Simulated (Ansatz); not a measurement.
CsH:

```
Cs H
1.0
     0.00000    3.18800    3.18800
     3.18800    0.00000    3.18800
     3.18800    3.18800    0.00000
Cs H
1 1
Cartesian
  0.0000 0.0000 0.0000
  3.1880 3.1880 3.1880
```

Base run:

| Property | Result |
| --- | --- |
| Program | Ansatz 0.2.0 |
| Functional | r2SCAN |
| Potentials or basis | Ansatz PAW |
| Cutoff | 500 eV |
| Density cutoff | 2000 eV |
| k mesh | 7 × 7 × 7 |
| Occupations | fermi-dirac, width 0.05 eV |
| Spin | no spin polarisation |

Its results: band gap on the k mesh 2.91 eV, direct; pressure 0.0 GPa.

The run is repeated on the same cell with these changes: functional from r2SCAN to LDA; cutoff from 500 eV to 420 eV; density cutoff from 2000 eV to 1680 eV. What comes out?

Band gap on the k mesh 2.24 eV, direct; pressure -1.3 GPa.

r2SCAN gives the wider gap, since meta-GGAs in the generalised Kohn-Sham scheme recover part of the derivative discontinuity.

Caveats: the k mesh misses the band edges, so the gap on the mesh is wider than the one along the path; spin-orbit coupling is left out, which moves the levels of the heavy elements; the PAW data sets come from PBE, with cores solved anew for the run's functional, which leaves a small shift of forces and pressure.

Not every run made on this cell is shown here.
